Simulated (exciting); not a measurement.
The I L₃ edge of atom 1 in KI, space group Fm-3m, with 6 K at 3.53 Å (octahedral, site symmetry m-3m), was computed at 2 levels: exchange and screened direct term (singlet BSE) and independent particles. Common settings: exciting, all-electron LAPW+lo, PBE, 3×3×3 shifted k points, 36 conduction bands, |G+q| up to 3 bohr⁻¹ (2 in the exchange term), full RPA screening with nempty = 64, Lorentzian half width 1.54 eV.

Energy from the Kohn–Sham onset, core level to the lowest empty state found on the meshes used; all runs on one relative scale:

```
E (eV)  run 1  run 2
 -11.5   0.05   0.03
 -11.0   0.05   0.03
 -10.5   0.06   0.03
 -10.0   0.06   0.03
  -9.5   0.06   0.04
  -9.0   0.07   0.04
  -8.5   0.08   0.04
  -8.0   0.08   0.04
  -7.5   0.09   0.05
  -7.0   0.10   0.05
  -6.5   0.11   0.05
  -6.0   0.13   0.06
  -5.5   0.14   0.06
  -5.0   0.17   0.07
  -4.5   0.19   0.07
  -4.0   0.23   0.08
  -3.5   0.27   0.09
  -3.0   0.34   0.10
  -2.5   0.43   0.11
  -2.0   0.55   0.13
  -1.5   0.72   0.14
  -1.0   0.93   0.17
  -0.5   1.14   0.20
   0.0   1.30   0.25
   0.5   1.34   0.31
   1.0   1.30   0.39
   1.5   1.23   0.47
   2.0   1.16   0.57
   2.5   1.11   0.65
   3.0   1.09   0.73
   3.5   1.11   0.79
   4.0   1.19   0.83
   4.5   1.29   0.83
   5.0   1.39   0.82
   5.5   1.44   0.82
   6.0   1.45   0.86
   6.5   1.43   0.93
   7.0   1.36   1.03
   7.5   1.28   1.16
   8.0   1.23   1.30
   8.5   1.23   1.36
   9.0   1.25   1.36
   9.5   1.24   1.31
  10.0   1.20   1.28
  10.5   1.13   1.29
  11.0   1.09   1.31
  11.5   1.07   1.31
  12.0   1.08   1.29
  12.5   1.09   1.27
  13.0   1.08   1.26
  13.5   1.06   1.27
  14.0   1.01   1.28
  14.5   0.97   1.29
  15.0   0.96   1.27
  15.5   0.98   1.24
  16.0   1.03   1.20
  16.5   1.08   1.17
  17.0   1.11   1.18
  17.5   1.09   1.22
  18.0   1.03   1.30
  18.5   0.97   1.39
  19.0   0.91   1.45
  19.5   0.86   1.46
  20.0   0.80   1.42
  20.5   0.74   1.37
```

Which run is which, and why?

Run 1: exchange and screened direct term (singlet BSE); highest local maximum in the window at 6.1 eV. Run 2: independent particles; highest local maximum in the window at 19.3 eV. The attractive direct term pulls weight down: the curves pass 0.22 at -4.1 and -0.3 eV in the order of the runs. Fine structure above the first lines is partly noise of the 27-point mesh.

[Banner, clock and machine lines of the logs are left out without a mark of their own.]

[Logs are printed without paths, hosts, clocks, repeated set-up lines and the standing remarks that a program may print on its own settings, such as how far it seeks lower states.]

[Hosts, paths, dates, database ids (printed as entryN), source tags and the programs' standing remarks are cut or masked in the printed files.]
